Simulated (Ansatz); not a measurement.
**SnSe: a single-point run**

Wanted: a converged single-point run for SnSe, and a check of what comes out. The structure is shown as the input types it. The cell is built on a prototype (CsCl type) and needn't be the phase found in nature.

Method: density functional or hybrid calculation with the settings of its input, plane waves (as first typed), in Ansatz 0.2.0.

8 further runs of the same task are left out: 2 for a known fault of the program, 6 that didn't finish.

## 1. The system as given

It takes space group Pm-3m (No. 221, cubic). Conventional cell: a = 3.665 Å, b = 3.665 Å, c = 3.665 Å, α = 90.00°, β = 90.00°, γ = 90.00°. Sn (site symmetry m-3m) has 8 Se at 3.17 Å as nearest neighbours. Se (site symmetry m-3m) has 8 Sn at 3.17 Å as nearest neighbours.

The input asks for a charge of +0.1 e on the cell.

As a file:

```cif
data_structure
_symmetry_space_group_name_H-M 'Pm-3m'
_symmetry_Int_Tables_number 221
_cell_length_a 3.6654
_cell_length_b 3.6654
_cell_length_c 3.6654
_cell_angle_alpha 90.000
_cell_angle_beta 90.000
_cell_angle_gamma 90.000
_cell_volume 49.24
loop_
_atom_site_label
_atom_site_type_symbol
_atom_site_symmetry_multiplicity
_atom_site_Wyckoff_symbol
_atom_site_fract_x
_atom_site_fract_y
_atom_site_fract_z
_atom_site_occupancy
Sn1 Sn 1 a 0.00000 0.00000 0.00000 1
Se1 Se 1 b 0.50000 0.50000 0.50000 1
```

## 2. The run

The input, input.yaml:

```yaml
crystal:
  lattice:
    - [3.6653564515, 0.0, 0.0]
    - [0.0, 3.6653564515, 0.0]
    - [0.0, 0.0, 3.6653564515]
  atoms:
    - { symbol: Sn, position: [0.0, 0.0, 0.0] }
    - { symbol: Se, position: [0.5, 0.5, 0.5] }
kpoints:
  mp_grid: { grid: [6, 6, 6] }
hamiltonian:
  xc: pbesol
scf:
  occupations: { method: fermi_dirac, width: 0.02 }
  n_extra_bands: 4
  max_iter: 55
output:
  forces: true
  stress: true
  eigenvalues: true
total_charge: 0.1
```

Started as:

```console
$ ansatz run input.yaml --threads 4 --pin off --max-ram 3686MiB --backend cpu --events-out ev --progress --plain --runs-dir out
```

Q: Will this input give a usable result? If not, why, and what should change?

This run ends as converged. That alone doesn't make the input a sound one.

In the input, total_charge is 0.1. The net charge is not the one intended, so the run treats another number of electrons.

The test: delete total_charge (the default then holds).
